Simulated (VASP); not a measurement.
# TePb: single point with PBEsol

**Experimental background.**

From a printed reference work, monograph, for a bulk crystal of TePb at 4.2 K: band gap 0.19 eV (direct).

TePb:

```
Te Pb
1.0
     0.00000    3.23100    3.23100
     3.23100    0.00000    3.23100
     3.23100    3.23100    0.00000
Te Pb
1 1
Direct
  0.50000 0.50000 0.50000
  0.00000 0.00000 0.00000
```

| Quantity | Value |
| --- | --- |
| Program | VASP 6.6.1 |
| Task | single point |
| Functional | PBEsol |
| Potentials or basis | VASP PAW PBE potentials, release 64 (Te, Pb_d) |
| Cutoff | 520 eV |
| k mesh | 6 × 6 × 6 |
| Occupations | gaussian, width 0.03 eV |
| Spin | no spin polarisation |
| Further INCAR settings | ALGO = Normal; EDIFF = 1e-07 |

| Item | Value |
| --- | --- |
| Pressure | -0.4 GPa |
| Band gap on the k mesh | 0.67 eV, direct |

Levels at points of the mesh, in eV from the valence-band top:
| k point | band 8 | band 9 | band 10 | band 11 | band 12 | band 13 |
| --- | --- | --- | --- | --- | --- | --- |
| (0.00, 0.00, 0.00) | -1.33 | -1.33 | -1.33 | 4.06 | 4.06 | 4.06 |
| (0.50, 0.00, 0.00) | -0.87 | -0.87 | 0.00 | 0.67 | 1.25 | 1.25 |
| (0.50, 0.50, 0.00) | -4.52 | -2.80 | -2.80 | 3.21 | 5.46 | 5.46 |

It took 4.8 s on 4 MPI ranks on AMD EPYC 9R45 96-Core Processor (Zen 5), on a shared host, peak memory 0.19 GiB a rank.

Measured gap of TePb: 0.19 eV (direct; 4.2 K; a printed reference work, monograph). This calculation gives 0.67 eV (+0.48 eV). Spin-orbit coupling on Pb, Te is left out. The value is that of PBEsol on a finite k mesh, which can miss the band edges, without temperature or zero-point motion.

Caveat: the PAW data sets were made with another functional, which shifts forces and pressure a little; spin-orbit coupling is left out, which as a rule narrows the gap of such compounds by several tenths of an eV.
